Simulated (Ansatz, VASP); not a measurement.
**Al2O3 in VASP and in Ansatz**

```xyz
10
Lattice="4.6138 0.0000 0.0000 0.0000 9.5633 0.0000 0.0000 0.0000 3.1199" Properties=species:S:1:pos:R:3 pbc="T T T"
Al    4.5352    7.8856    0.0000
Al    0.0785    1.6777    0.0000
Al    2.2283    6.4593    1.5599
Al    2.3854    3.1040    1.5599
O     2.3069    4.7816    1.5599
O     0.5704    7.2016    1.5599
O     1.7365    2.4200    0.0000
O     2.8773    7.1433    0.0000
O     0.0000    0.0000    0.0000
O     4.0434    2.3617    1.5599
```

Measurements of this composition are mostly on another form, of space group No. 167.

Alike in both runs: task band structure; functional LDA; k mesh 5 × 3 × 7; occupations fermi-dirac, width 0.05 eV; no spin polarisation.

```csv
,VASP,Ansatz
version,VASP 6.6.1,Ansatz 0.2.0
potentials or method,"VASP PAW LDA potentials, release 64 (Al, O)",Ansatz PAW
plane-wave cutoff (eV),520,420
valence electrons in the cell,48,48
```

```tsv
	VASP	Ansatz	Ansatz less VASP
gap on the k mesh at the Fermi level (eV)	3.35	3.36	+0.011
least direct gap on the mesh (eV)	3.35	3.36	+0.011
gap along the band path (eV)	3.35	3.36	+0.011
pressure (GPa)	-5.9	-6.5	-0.65
largest component of the traceless stress (GPa)	3.54	3.31	-0.230
rms of the force components (eV/Å)	0.079	0.080	+0.0007
```

Atom by atom the forces differ by 0.030 eV/Å (rms over components).

Caveats: the pressure holds a Pulay correction of +0.7 GPa for the finite cutoff (Ansatz); the PAW data sets come from PBE, with cores solved anew for the run's functional, which leaves a small shift of forces and pressure (Ansatz). A hybrid or GW would open this gap; LDA tends to underestimate it.
